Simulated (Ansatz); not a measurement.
**Piezoelectric tensor of Al3GaN4**

Theory: Ansatz, DFT PBE, scalar-relativistic, plane waves, PAW. Settings: 420 eV plane-wave cutoff, Γ-centred 8×8×8 mesh, fixed occupations. No spin polarisation.

Relaxed structure:
```
Al Ga N
1.0
    -2.21960    2.21960    4.43733
     2.21960   -2.21960    4.43733
     2.21960    2.21960   -4.43733
Al Ga N
3 1 4
Direct
  0.75000 0.25000 0.50000
  0.25000 0.75000 0.50000
  0.50000 0.50000 0.00000
  0.00000 0.00000 0.00000
  0.61508 0.12894 0.00000
  0.12894 0.61508 0.00000
  0.87106 0.87106 0.48614
  0.38492 0.38492 0.51386
```

The structure comes from a generated guess, relaxed at this level; another structure or a mixture of phases may lie lower.

(1) Give the relaxed-ion proper piezoelectric stress tensor e_iJ (C/m², Voigt columns xx yy zz yz xz xy).

(2) With the elastic constants (GPa, Voigt order)
```
274.6 144.1 144.0   0.0   0.0   0.0
144.1 274.6 144.0   0.0   0.0   0.0
144.0 144.0 274.1   0.0   0.0   0.0
  0.0   0.0   0.0 167.8   0.0   0.0
  0.0   0.0   0.0   0.0 167.8   0.0
  0.0   0.0   0.0   0.0   0.0 167.9
```
find the strain coefficients d = e·C⁻¹ (pC/N).

Answers

(1)
```
x   0.000 0.000 0.000 0.414 0.000 0.000
y   0.000 0.000 0.000 0.000 0.414 0.000
z   0.000 0.000 0.000 0.000 0.000 0.411
```
Signs follow the orientation of the cell as given.

(2)
```
x   0.00 0.00 0.00 2.47 0.00 0.00
y   0.00 0.00 0.00 0.00 2.47 0.00
z   0.00 0.00 0.00 0.00 0.00 2.45
```
